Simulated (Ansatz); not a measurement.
The system is CuO.

```xyz
6
Lattice="4.1609 0.0000 0.0000 0.0000 4.1609 0.0000 0.0000 0.0000 3.8876" Properties=species:S:1:pos:R:3 pbc="T T T"
Cu    2.0805    0.0000    1.9438
Cu    0.0000    2.0805    1.9438
Cu    0.0000    0.0000    0.0000
O     0.0000    0.0000    1.9438
O     2.0805    0.0000    0.0000
O     0.0000    2.0805    0.0000
```

Measurements of this composition are mostly on another form, of space group No. 15.

Program: Ansatz 0.2.0. Alike in all runs: level PBE; no spin polarisation; cell as given; smearing fermi-dirac 0.05 eV. Hardware: 2 threads of Arm Neoverse V1, on a shared host.

Q: Order these runs on this cell by their wall time, lowest first.
A. task band structure; potentials or basis Ansatz PAW; k mesh 7 × 7 × 7; cutoff (eV) 420; points for each segment of the path 14
B. task single point; potentials or basis Ansatz PAW; k mesh 5 × 5 × 5; cutoff (eV) 420
C. task band structure; potentials or basis PseudoDojo standard (PBE files); k mesh 7 × 7 × 7; cutoff (eV) 1252; points for each segment of the path 14

A: B (2 s), A (14 s), C (38 s).

Caveats: an odd number of electrons without spin polarisation forces a metal; a magnetic or distorted state may lie lower; the run has no spin polarisation, though such a crystal can be magnetic.
